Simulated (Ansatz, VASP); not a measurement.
# Hf3B2: VASP beside Ansatz

```
Hf B
1.0
     3.98621    0.00000    0.00000
    -1.99310    3.45216    0.00000
     0.00000    0.00000    4.83493
Hf B
3 2
Cartesian
  1.9931 1.1507 1.7408
  0.0000 2.3014 3.0942
  0.0000 0.0000 0.0000
  1.9931 1.1507 4.1462
  0.0000 2.3014 0.6887
```

Change from the starting cell: species swapped into the Ga3Ni2 type (P-3m1, No. 164).

Alike in both runs: task relaxation of cell and atoms; functional PBE; k mesh 6 × 6 × 4; occupations gaussian, width 0.1 eV; no spin polarisation.

|  | VASP | Ansatz |
| --- | --- | --- |
| version | VASP 6.6.1 | Ansatz 0.2.0 |
| potentials or method | VASP PAW PBE potentials, release 64 (Hf_pv, B) | scalar-relativistic, plane waves, PAW |
| plane-wave cutoff (eV) | 600 | 420 |
| valence electrons in the cell | 36 | 84 |

Ansatz gave:

| Quantity | Value |
| --- | --- |
| gap on the k mesh at the Fermi level, each at its own relaxed structure (eV) | none |
| relaxed volume (Å³/atom) | 15.73 |
| relaxed cell length with the largest relative difference (Å) | 4.067 |
| energy change over the relaxation (meV/atom) | -409 |

Problem. Estimate VASP's values.

Solution. gap on the k mesh at the Fermi level, each at its own relaxed structure (eV): none; relaxed volume (Å³/atom): 15.69; relaxed cell length with the largest relative difference (Å): 4.060; energy change over the relaxation (meV/atom): -403.

A gap of «none» marks a metal or a gap that the smearing closes. The two sets of potentials don't hold the same shells in valence.

Caveats: the volume moved by over 15 % at a fixed basis, so the end points are rough (VASP). The runs have no spin-orbit coupling, so splittings on Hf are missing.
